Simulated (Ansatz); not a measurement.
The system is MnS.

```
Mn S
1.0
     0.00000    2.60450    2.60450
     2.60450    0.00000    2.60450
     2.60450    2.60450    0.00000
Mn S
1 1
Direct
  0.00000 0.00000 0.00000
  0.50000 0.50000 0.50000
```

Program: Ansatz 0.2.0. Alike in all runs: task band structure; potentials or basis Ansatz PAW; spin collinear, ferromagnetic start; cell as given; smearing fermi-dirac 0.05 eV. Hardware: 2 threads of Arm Neoverse V1, with other jobs on the host.

Problem. Order these runs on this cell by their wall time, lowest first.
A. level revPBE; k mesh 9 × 9 × 9; cutoff (eV) 420; points for each segment of the path 14
B. level r2SCAN0; k mesh 5 × 5 × 5; cutoff (eV) 500; points for each segment of the path 4
C. level r2SCAN; k mesh 9 × 9 × 9; cutoff (eV) 500; points for each segment of the path 14

Solution. A (4 s), C (9.1 s), B (310 s).

Caveats: a cell with one magnetic atom can't hold antiferromagnetic order, which such compounds often take; the magnetic or orbital state may not be the lowest (some runs).
